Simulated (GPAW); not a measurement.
Runs of GPAW 26.7.0 on MnS. Symmetry: Fm-3m, No. 225, cubic system. The conventional cell has a = 5.209 Å, b = 5.209 Å, c = 5.209 Å, α = 90.00°, β = 90.00°, γ = 90.00°. Mn (site symmetry m-3m) is surrounded by 6 S at 2.60 Å. S (site symmetry m-3m) has 6 Mn at 2.60 Å as nearest neighbours. 

```csv
task,level,potentials or basis,U,cell,k mesh,smearing,eigensolver,optimizer,fmax,max steps,convergence,gap on the mesh (eV),pressure (GPa),moment (μB)
relaxation of cell and atoms,BLYP+D3(BJ),"PAW data sets generated in the run's folder for this functional, pw",-,relaxed,9 × 9 × 9,fermi-dirac 0.05 eV,davidson,LBFGS,0.05 eV/Å,40,density=1e-05 forces=0.0001,none,-0.5,4.11
hyperfine couplings,LDA,"the program's PAW data sets (release 1.2.1) made for this functional, other valence, pw",-,as given,9 × 9 × 9,fermi-dirac 0.05 eV,-,-,-,-,-,none,(b),(a)
single point,PBE,"GPAW PAW data sets (gpaw-data 1.2.1), pw",-,as given,9 × 9 × 9,gaussian 0.025 eV,-,-,-,-,-,none,-2.9,4.70
single point,PBE,"GPAW PAW data sets (gpaw-data 1.2.1), pw",-,as given,9 × 9 × 9,gaussian 0.026 eV,-,-,-,-,-,none,-2.9,4.70
hyperfine couplings,WC+U,"PAW data sets generated in the run's folder for this functional, pw",Mn d U = 1 eV,as given,9 × 9 × 9,fermi-dirac 0.05 eV,-,-,-,-,-,none,-3.3,4.86
single point,PBE,"GPAW PAW data sets (gpaw-data 1.2.1), pw",-,as given,9 × 9 × 9,gaussian 0.029 eV,-,-,-,-,-,none,-2.9,4.70
single point,PBE,"GPAW PAW data sets (gpaw-data 1.2.1), pw",-,as given,9 × 9 × 9,gaussian 0.011 eV,-,-,-,-,-,none,-2.7,4.72
```

Alike in all rows: spin collinear, ferromagnetic start; cutoff (eV) 600.

Estimate the missing entries.

(a) 4.56; (b) -11.9.

Caveats: a cell with one magnetic atom can't hold antiferromagnetic order, which such compounds often take; semilocal functionals often make such compounds metallic where correlation or magnetic order opens a gap, which also shifts bond lengths (some runs); the dipolar part lacks the spin inside other atoms' spheres (some runs); each step starts from the last one's moments, so a moment once lost doesn't come back (some runs); later steps reuse the first step's grids (some runs); pairwise dispersion overbinds metals, which lowers pressure and volume (some runs).

A k mesh can miss the band edges.

A gap of «none» marks a metal or a gap under the smearing width.

Not every run made on this cell is shown here.
